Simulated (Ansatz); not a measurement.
**Zone-centre phonons of TaN at 1 GPa: input and output**

The calculation used Ansatz, DFT PBEsol, scalar-relativistic, plane waves, PAW.

Launched with:
```bash
ansatz run input.yaml --threads 1 --pin off --max-ram 3072MiB --backend cpu --events-out ev --progress --plain --runs-dir out
```

Input (bare energies are in eV):
```yaml
crystal:
  lattice:
    - [2.9214651756, 0.0, 0.0]
    - [-1.4607325878, 2.5300630583, 0.0]
    - [0.0, 0.0, 2.8678942827]
  atoms:
    - { symbol: Ta, position: [0.3333333333, 0.6666666667, 0.5] }
    - { symbol: "N", position: [0.0, 0.0, 0.0] }
basis:
  ecutwfc: 420
kpoints:
  mp_grid: { grid: [18, 18, 14] }
hamiltonian:
  xc: pbesol
scf:
  occupations: { method: fermi_dirac, width: 0.15 }
output:
  eigenvalues: true
phonons:
  method: dfpt
  eigenvectors: true
```

The end of the output:
```
--- Phonons (Γ-DFPT): 4 representative perturbations + reference, on 728 of 4536 k-points (Σ response iterations 12) ---
  k mesh reduced under 4 symmetry operations, with k and −k counted as one. Each operation leaves every solved displacement unchanged or reverses it
  ASR residual: 1.199e-4 → 0.000e0 eV/Å²; symmetrization residual: 6.419e-7 eV/Å²
  ASR residual per site (eV/Å²): 1.20e-4 4.38e-5
  Γ frequencies (cm⁻¹): 0.00 0.00 0.00 533.40 533.40 559.02
  non-analytic LO–TO correction: not included (Born effective charges unavailable; polar crystals: no LO–TO splitting at Γ)
```

The run took 77 s on 1 thread of Arm Neoverse V2, on a shared host, peak memory 0.84 GiB.

In a metal, frequencies and elastic constants depend on the k mesh and the smearing, soft modes and shear constants most. Spin–orbit coupling is left out, which matters for heavy elements. A semilocal functional can close a gap that the real compound has.

This form isn't the usual stable structure of the compound.